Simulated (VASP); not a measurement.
Write the native input for VASP 6.6.1 that does the following.

```yaml
Task: relaxation of cell and atoms
Functional: LDA
Potentials_or_basis: VASP PAW LDA potentials, release 64 (Mg, O)
Cutoff: 600 eV
k_mesh: 12 × 12 × 12
Occupations: gaussian, width 0.03 eV
Spin: no spin polarisation
Further_INCAR_settings: ALGO = Normal; EDIFF = 1e-06; IBRION = 2; EDIFFG = -0.01; NSW = 90; ISIF = 3
```

The structure of MgO (Periclase) lies in POSCAR:

```
MgO
1.0
    0.0000000000      2.1085000000      2.1085000000
    2.1085000000      0.0000000000      2.1085000000
    2.1085000000      2.1085000000      0.0000000000
Mg O
1 1
Direct
    0.0000000000      0.0000000000      0.0000000000
    0.5000000000      0.5000000000      0.5000000000
```

The input as run:

INCAR

```
PREC = Accurate ; ENCUT = 600
EDIFF = 1E-6 ; ISMEAR = 0
SIGMA = 0.03 ; LREAL = F
LASPH = T ; NELM = 80
ALGO = Normal ; ISIF = 3
LWAVE = F ; LCHARG = F
IBRION = 2 ; NSW = 90
EDIFFG = -0.01
```

KPOINTS

```
regular mesh
0
Gamma
  12 12 12
```

Potentials or basis: VASP PAW LDA potentials, release 64 (Mg, O).

Launch:

```console
$ cat potpaw_LDA.64/Mg/POTCAR potpaw_LDA.64/O/POTCAR > POTCAR
$ mpirun -np 1 vasp_std > vasp.out
```

It gave:

```
Relaxed volume                         : 8.89 Å³/atom
Relaxed cell                           : a = 2.930 Å, b = 2.930 Å, c = 2.930 Å, α = 60.00°, β = 60.00°, γ = 60.00°
Space group after relaxing (to 0.05 Å) : Fm-3m (No. 225)
Energy gained by relaxing              : 13.4 meV/atom
Ionic steps                            : 3
Pressure after relaxing                : 0.0 GPa
Band gap on the k mesh                 : 5.16 eV, direct
```

Run time: 7.9 s on 1 thread of Intel(R) Xeon(R) 6975P-C (Granite Rapids), on a shared host, peak memory 0.14 GiB.
